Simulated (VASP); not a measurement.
RbBr3, 4 atoms in the cell. The structure is cubic, space group Fm-3m (No. 225). The conventional cell has a = 8.206 Å, b = 8.206 Å, c = 8.206 Å, α = 90.00°, β = 90.00°, γ = 90.00°. Around Rb (site symmetry m-3m) lie 8 Br at 3.55 Å. Br (site symmetry -43m) has 4 Rb at 3.55 Å and 4 Br at 3.55 Å as nearest neighbours. Br (site symmetry m-3m) has 8 Br at 3.55 Å as nearest neighbours. The cell was built by a generator and needn't be a form met in nature. The cell isn't the ideal one: species swapped into the Tc3Ge type (Fm-3m, No. 225).

| Item | Value |
| --- | --- |
| Program | VASP 6.6.1 |
| Task | relaxation of cell and atoms |
| Functional | PBE |
| Potentials or basis | VASP PAW PBE potentials, release 64 (Rb_sv, Br) |
| Cutoff | 600 eV |
| k mesh | 10 × 10 × 10 |
| Occupations | gaussian, width 0.1 eV |
| Spin | no spin polarisation |
| Dipole correction | no |
| Further INCAR settings | ALGO = Fast; EDIFF = 1e-06; IBRION = 2; EDIFFG = -0.01; NSW = 100; ISIF = 3 |

Potentials or basis: VASP PAW PBE potentials, release 64 (Rb_sv, Br).

Command:

```sh
$ cat potpaw_PBE.64/Rb_sv/POTCAR potpaw_PBE.64/Br/POTCAR > POTCAR
$ mpirun -np 1 vasp_std > vasp.out
```

Hardware: 1 thread of Intel(R) Xeon(R) 6975P-C (Granite Rapids) (shared host).

**Question.** How long does it take, and how much memory?

**Answer.** Wall time 2.1 min on 1 thread of Intel(R) Xeon(R) 6975P-C (Granite Rapids), with other jobs on the host, peak memory 0.42 GiB. Counts: scf iterations 19, k points 47, ion steps 2.
